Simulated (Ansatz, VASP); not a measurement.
**TaN in VASP and in Ansatz**

```
Ta N
1.0
     3.05000    0.00000    0.00000
    -1.52500    2.64138    0.00000
     0.00000    0.00000    4.94000
Ta N
2 2
Cartesian
  0.0000 1.7609 0.0000
  1.5250 0.8805 2.4700
  0.0000 1.7609 1.9019
  1.5250 0.8805 4.3719
```

Alike in both runs: task single point; functional PBE; k mesh 18 × 18 × 10; occupations gaussian, width 0.15 eV; no spin polarisation.

|  | VASP | Ansatz |
| --- | --- | --- |
| version | VASP 6.6.1 | Ansatz 0.2.0 |
| potentials or method | VASP PAW PBE potentials, release 64 (Ta_pv, N) | scalar-relativistic, plane waves, PAW |
| plane-wave cutoff (eV) | 520 | 420 |
| valence electrons in the cell | 32 | 36 |

Ansatz gave:

| Item | Value |
| --- | --- |
| gap on the k mesh at the Fermi level (eV) | none |
| rms of the force components (eV/Å) | 1.346 |

Task: What did VASP give for the same quantities?

Result: gap on the k mesh at the Fermi level (eV): none; rms of the force components (eV/Å): 1.368.

Atom by atom the forces differ by 0.023 eV/Å (rms over components). A gap of «none» marks a metal or a gap that the smearing closes. The functional is the same, so the differences come from potentials, cutoffs and numerics. The two sets of potentials don't hold the same shells in valence.

Caveats: forces of over 1 eV/Å show positions far from the minimum, so gaps and moduli don't describe the material at rest. The runs have no spin-orbit coupling, so splittings on Ta are missing.
